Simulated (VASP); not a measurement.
# PbS (P-6m2) in VASP: equation of state, part 2 of 2

VASP 6.6.1. The steps go on from the part before.

## (6) Equation of state, PBE, 28.53 Å³/atom (volume scaled by 1.04)

INCAR reads:

```
SYSTEM = PbS
PREC = Accurate
ENCUT = 520
EDIFF = 1E-7
ISMEAR = -1
SIGMA = 0.05
LREAL = .False.
LASPH = .True.
NELM = 80
ALGO = Normal
ISIF = 2
LWAVE = .False.
LCHARG = .False.
GGA = PE
NBANDS = 17
```

KPOINTS reads:

```
Automatic mesh
0
Gamma
  8 8 7
  0 0 0
```

POSCAR reads:

```
PbS
1.0
    4.1435156701      0.0000000000      0.0000000000
   -2.0717578350      3.5883898313      0.0000000000
    0.0000000000      0.0000000000      3.8380170193
Pb S
1 1
Direct
    0.0000000000      0.0000000000      0.0000000000
    0.6666666667      0.3333333333      0.5000000000
```

Potentials or basis: VASP PAW PBE potentials, release 64 (Pb_d, S).

Command:

```console
$ cat potpaw_PBE.64/Pb_d/POTCAR potpaw_PBE.64/S/POTCAR > POTCAR
$ mpirun -np 1 vasp_std > vasp.out
```

OUTCAR:

```text
SYSTEM = PbS
   PREC = Accurate
   ENCUT = 520
   EDIFF = 1E-7
   ISMEAR = -1
   LREAL = .False.
   LASPH = .True.
   NELM = 80
   ISIF = 2
   GGA = PE

 ion  position               nearest neighbor table
   1  0.000  0.000  0.000-   2 3.07   2 3.07   2 3.07   2 3.07   2 3.07   2 3.07
   2  0.667  0.333  0.500-   1 3.07   1 3.07   1 3.07   1 3.07   1 3.07   1 3.07

  LATTYP: Found a hexagonal cell.
 ALAT       =     4.1435156701
 C/A-ratio  =     0.9262706660

  Lattice vectors:

 A1 = (   4.1435156701,   0.0000000000,   0.0000000000)
 A2 = (  -2.0717578350,   3.5883898313,   0.0000000000)
 A3 = (   0.0000000000,   0.0000000000,   3.8380170193)

Analysis of symmetry for initial positions (statically):
=====================================================================
 Subroutine PRICEL returns:
 Original cell was already a primitive cell.

 Routine SETGRP: Setting up the symmetry group for a
 hexagonal supercell.

 Subroutine GETGRP returns: Found 12 space group operations
 (whereof 12 operations were pure point group operations)
 out of a pool of 24 trial point group operations.

The static configuration has the point symmetry D_3h.

Analysis of symmetry for dynamics (positions and initial velocities):
=====================================================================
 Subroutine PRICEL returns:
 Original cell was already a primitive cell.

 Routine SETGRP: Setting up the symmetry group for a
 hexagonal supercell.

 Subroutine GETGRP returns: Found 12 space group operations
 (whereof 12 operations were pure point group operations)
 out of a pool of 24 trial point group operations.

The dynamic configuration has the point symmetry D_3h.

 Subroutine INISYM returns: Found 12 space group operations
 (whereof 12 operations are pure point group operations),
 and found     1 'primitive' translations

----------------------------------------------------------------------------------------

                                     Primitive cell

  volume of cell :      57.0657

  direct lattice vectors                    reciprocal lattice vectors
     4.143515670  0.000000000  0.000000000     0.241340948  0.139338261  0.000000000
    -2.071757835  3.588389831  0.000000000     0.000000000  0.278676523  0.000000000
     0.000000000  0.000000000  3.838017019     0.000000000  0.000000000  0.260551216

  length of vectors
     4.143515670  4.143515670  3.838017019     0.278676523  0.278676523  0.260551216

  position of ions in fractional coordinates (direct lattice)
     0.000000000  0.000000000  0.000000000
     0.666666667  0.333333333  0.500000000

  ion indices of the primitive-cell ions
   primitive index   ion index
                 1           1
                 2           2

----------------------------------------------------------------------------------------

 KPOINTS: Automatic mesh

Automatic generation of k-mesh.
 Grid dimensions read from file:
 generate k-points for:    8    8    7

 Generating k-lattice:

  Cartesian coordinates                     Fractional coordinates (reciprocal lattice)
     0.030167619  0.017417283  0.000000000     0.125000000  0.000000000  0.000000000
     0.000000000  0.034834565  0.000000000     0.000000000  0.125000000  0.000000000
     0.000000000  0.000000000  0.037221602     0.000000000  0.000000000  0.142857143

  Length of vectors
     0.034834565  0.034834565  0.037221602

  Shift w.r.t. Gamma in fractional coordinates (k-lattice)
     0.000000000  0.000000000  0.000000000

 Subroutine IBZKPT returns following result:
 ===========================================

 Found     40 irreducible k-points:

 Following reciprocal coordinates:
            Coordinates               Weight
  0.000000  0.000000  0.000000      1.000000
  0.125000 -0.000000  0.000000      6.000000
  0.250000 -0.000000  0.000000      6.000000
  0.375000 -0.000000  0.000000      6.000000
  0.500000 -0.000000  0.000000      3.000000
  0.125000  0.125000  0.000000      6.000000
[... 32 lines left out ...]
  0.250000  0.250000  0.428571     12.000000
  0.375000  0.250000  0.428571     12.000000
   k-points           NKPTS =     40   k-points in BZ     NKDIM =     40   number of bands    NBANDS=     17
   number of dos      NEDOS =    301   number of ions     NIONS =      2
   total plane-waves  NPLWV =  30720
   dimension x,y,z NGX =    32 NGY =   32 NGZ =   30
   dimension x,y,z NGXF=    64 NGYF=   64 NGZF=   60
   ions per type =               1   1
   NGX,Y,Z   is equivalent  to a cutoff of  12.84, 12.84, 12.99 a.u.
   NGXF,Y,Z  is equivalent  to a cutoff of  25.68, 25.68, 25.99 a.u.
 SYSTEM =  PbS
   PREC   = accura    normal or accurate (medium, high low for compatibility)
   ISTART =      0    job   : 0-new  1-cont  2-samecut
   ICHARG =      2    charge: 1-file 2-atom 10-const
   ISPIN  =      1    spin polarized calculation?
   LNONCOLLINEAR =      F non collinear calculations
   LSORBIT =      F    spin-orbit coupling
   LASPH  =      T    aspherical Exc in radial PAW
   ENCUT  =  520.0 eV  38.22 Ry    6.18 a.u.   7.70  7.70  7.14*2*pi/ulx,y,z
   NELM   =     80;   NELMIN=  2; NELMDL= -5     # of ELM steps
   EDIFF  = 0.1E-06   stopping-criterion for ELM
   LREAL  =      F    real-space projection
   EDIFFG = 0.1E-05   stopping-criterion for IOM
   NSW    =      0    number of steps for IOM
   IBRION =     -1    ionic relax: 0-MD 1-quasi-New 2-CG
   NFREE  =      0    steps in history (QN), initial steepest desc. (CG)
   ISIF   =      2    stress and relaxation
   ISYM   =      2    0-nonsym 1-usesym 2-fastsym
   POTIM  = 0.5000    time-step for ionic-motion
   TEBEG  =    0.0;   TEEND  =   0.0 temperature during run
   PSTRESS=    0.0 pullay stress
   NELECT =      20.0000    total number of electrons
   NUPDOWN=      -1.0000    fix difference up-down
   EMIN   =  10.00;   EMAX   =-10.00  energy-range for DOS
   EFERMI =   0.00;   METHOD = LEGACY
   ISMEAR =    -1;   SIGMA  =   0.05  broadening in eV -4-tet -1-fermi 0-gaus
   EFERMI_NEDOS =   21; number of points for ismear=-14 and -15
   IALGO  =     38    algorithm
   IMIX   =      4    mixing-type and parameters
     AMIX     =   0.40;   BMIX     =  1.00
     AMIX_MAG =   1.60;   BMIX_MAG =  1.00
  volume/ion in A,a.u.               =      28.53       192.55
  Fermi-wavevector in a.u.,A,eV,Ry     =   1.154232  2.181182 18.126373  1.332251
  Thomas-Fermi vector in A             =   2.290870
   LORBIT       =      0    0 simple, 1 ext, 2 COOP (PROOUT), +10 PAW based schemes
   GGA     = PE    functional components
   LHFCALC =     F    Hartree Fock is set to
   AEXX    =    0.0000 exact exchange contribution
   IVDW    =     0    specifies the selected vdW correction
   LEPSILON=     F    determine dielectric tensor
   LRPA    =     F    only Hartree local field effects (RPA)
 non-spin polarized calculation
  energy-cutoff  :      520.00
  volume of cell :       57.07
 maximum number of plane-waves:      1557
 NGX is ok and might be reduce to    32
   NGX = 15   NGY = 15   NGZ = 15

 number of electron      20.0000000 magnetization

 Free energy of the ion-electron system (eV)
  ---------------------------------------------------
  ext. energy  EPLUGINS =         0.00000000
  ---------------------------------------------------
  free energy    TOTEN  =        -8.51069886 eV

  energy without entropy =       -8.51023583  energy(sigma->0) =       -8.51046735

 E-fermi :   4.7826     XC(G=0):  -9.2562

 val. band max:        4.6193574909   @ k =   0.3750   0.2500   0.0000
 cond. band min:       4.9810975820   @ k =   0.3750   0.2500   0.4286
 fundamental gap:      0.3617400911
 Fermi energy:         4.7826211048

 k-point     1 :       0.0000    0.0000    0.0000
  band No.  band energies     occupation
      1     -12.1277      2.00000
      2     -12.1184      2.00000
      3     -12.1184      2.00000
      4     -12.0226      2.00000
      5     -12.0226      2.00000
      6      -8.1193      2.00000
[... 9 lines left out ...]
     16      15.6318      0.00000
     17      15.6320      0.00000
[... 761 lines left out ...]
 k-point    40 :       0.3750    0.2500    0.4286
  band No.  band energies     occupation
      1     -12.1251      2.00000
      2     -12.0996      2.00000
      3     -12.0815      2.00000
      4     -12.0766      2.00000
      5     -11.9940      2.00000
      6      -6.5177      2.00000
[... 9 lines left out ...]
     16      15.9139      0.00000
     17      16.8522      0.00000

------------------------ aborting loop because EDIFF is reached ----------------------------------------

  FORCE on cell =-STRESS in cart. coord.  units (eV):
  Direction    XX          YY          ZZ          XY          YZ          ZX
  --------------------------------------------------------------------------------------
  -------------------------------------------------------------------------------------
  Total       -0.5893617     -0.5893617     -0.8199119     -0.0000000      0.0000000     -0.0000000
  in kB      -16.5469126    -16.5469126    -23.0198380     -0.0000000      0.0000000     -0.0000000
  external PRESSURE =     -18.7045544 kB  Pullay stress =       0.0000000 kB

 VOLUME and BASIS-vectors are now :
 -----------------------------------------------------------------------------
  energy-cutoff  :      520.00
  volume of cell :       57.07
      direct lattice vectors                 reciprocal lattice vectors
     4.143515670  0.000000000  0.000000000     0.241340948  0.139338261  0.000000000
    -2.071757835  3.588389831  0.000000000     0.000000000  0.278676523  0.000000000
     0.000000000  0.000000000  3.838017019     0.000000000  0.000000000  0.260551216

 POSITION                                       TOTAL-FORCE (eV/Angst)
 -----------------------------------------------------------------------------------
      0.00000      0.00000      0.00000         0.000000     -0.000000      0.000000
      2.07176      1.19613      1.91901        -0.000000      0.000000      0.000000
 -----------------------------------------------------------------------------------
    total drift:                               -0.000000      0.000000      0.000000

  FREE ENERGIE OF THE ION-ELECTRON SYSTEM (eV)
  ---------------------------------------------------
  free  energy   TOTEN  =        -8.5106988601 eV

  energy  without entropy=       -8.5102358343  energy(sigma->0) =       -8.51046735
```

OSZICAR:

```text
N       E                     dE             d eps       ncg     rms          rms(c)
DAV:   1     0.156799895819E+03    0.15680E+03   -0.96001E+03  1360   0.123E+03
DAV:   2     0.325965090445E+01   -0.15354E+03   -0.14808E+03  1460   0.299E+02
DAV:   3    -0.884254742681E+01   -0.12102E+02   -0.11913E+02  1738   0.913E+01
DAV:   4    -0.916360706140E+01   -0.32106E+00   -0.32079E+00  1806   0.169E+01
DAV:   5    -0.917489735751E+01   -0.11290E-01   -0.11290E-01  1995   0.291E+00    0.424E+00
DAV:   6    -0.851602931386E+01    0.65887E+00   -0.18935E+00  2096   0.868E+00    0.308E+00
DAV:   7    -0.851097644407E+01    0.50529E-02   -0.15673E-01  1621   0.196E+00    0.177E+00
DAV:   8    -0.851085545664E+01    0.12099E-03   -0.19879E-02  1645   0.138E+00    0.280E-01
DAV:   9    -0.851039799624E+01    0.45746E-03   -0.53207E-03  2145   0.510E-01    0.128E-01
DAV:  10    -0.851068515732E+01   -0.28716E-03   -0.63945E-04  1606   0.136E-01    0.736E-02
DAV:  11    -0.851069613779E+01   -0.10980E-04   -0.64198E-05  1946   0.781E-02    0.150E-02
DAV:  12    -0.851069887227E+01   -0.27345E-05   -0.65547E-06  1662   0.279E-02    0.345E-03
DAV:  13    -0.851069886007E+01    0.12193E-07   -0.64616E-07  1868   0.557E-03
   1 F= -.85106989E+01 E0= -.85104673E+01  d E =-.463026E-03
```

stdout:

```text
POSCAR found type information on POSCAR PbS
 POSCAR found :  2 types and       2 ions
 scaLAPACK will be used
 LDA part: xc-table for (Slater+PW92), standard interpolation
 POSCAR, INCAR and KPOINTS ok, starting setup
 FFT: planning ... GRIDC
 FFT: planning ... GRID_SOFT
 FFT: planning ... GRID
 WAVECAR not read
 entering main loop
```

It took 30 s on 1 thread of Intel Xeon Platinum 8488C (Sapphire Rapids), shared host; peak memory 0.19 GiB.

Results:

```
Free energy            : -8.5107 eV
Pressure               : -1.9 GPa
Band gap on the k mesh : 0.36 eV, indirect (least direct gap 1.63 eV)
```

Caveat: spin-orbit coupling is left out, which as a rule narrows the gap of such compounds by several tenths of an eV; an odd mesh through Γ misses points on the zone boundary, where band edges often lie.

## (7) Equation of state, PBE, 29.08 Å³/atom (volume scaled by 1.06)

INCAR reads:

```
SYSTEM = PbS
  ALGO = Normal
  EDIFF = 1E-7
  ENCUT = 520
  GGA = PE
  ISIF = 2
  ISMEAR = -1
  LASPH = .TRUE.
  LCHARG = .FALSE.
  LREAL = .FALSE.
  LWAVE = .FALSE.
  NBANDS = 17
  NELM = 60
  PREC = Accurate
  SIGMA = 0.05
```

KPOINTS reads:

```
k-points
0
G
  8 8 7
  0 0 0
```

POSCAR reads:

```
PbS
1.0
    4.1699082012      0.0000000000      0.0000000000
   -2.0849541005      3.6112464337      0.0000000000
    0.0000000000      0.0000000000      3.8624636467
Pb S
1 1
Direct
    0.0000000000      0.0000000000      0.0000000000
    0.6666666667      0.3333333333      0.5000000000
```

Command:

```console
$ cat potpaw_PBE.64/Pb_d/POTCAR potpaw_PBE.64/S/POTCAR > POTCAR
$ mpirun -np 1 vasp_std > vasp.out
```

Run time: 27 s. Hardware: 1 thread of Intel Xeon Platinum 8488C (Sapphire Rapids), shared host; peak memory 0.2 GiB.

It converged, with:

```yaml
Free_energy: -8.4956 eV
Pressure: -2.7 GPa
Band_gap_on_the_k_mesh: 0.43 eV, indirect (least direct gap 1.62 eV)
```

Caveat: spin-orbit coupling is left out, which as a rule narrows the gap of such compounds by several tenths of an eV; an odd mesh through Γ misses points on the zone boundary, where band edges often lie.

## (8) Equation of state, PBE

No new run: the results of the series are fitted here.

Results:

```yaml
Equilibrium_volume: 27.45 Å³/atom
Bulk_modulus_at_fixed_shape_and_positions: 50 GPa
Pressure_derivative_of_the_bulk_modulus: 3.4
```

Energy against volume, from the lowest point:
| volume (Å³/atom) | energy (meV/atom) |
| --- | --- |
| 25.789 | 16.99 |
| 26.338 | 7.41 |
| 26.887 | 1.85 |
| 27.435 | 0.00 |
| 27.984 | 1.59 |
| 28.533 | 6.28 |
| 29.082 | 13.82 |

Caveat: the fit is doubtful: noisy points or a state that changes with volume; the cell was scaled at fixed shape and fractional positions, which overstates the stiffness of a crystal with free parameters, most of all of layers and chains.
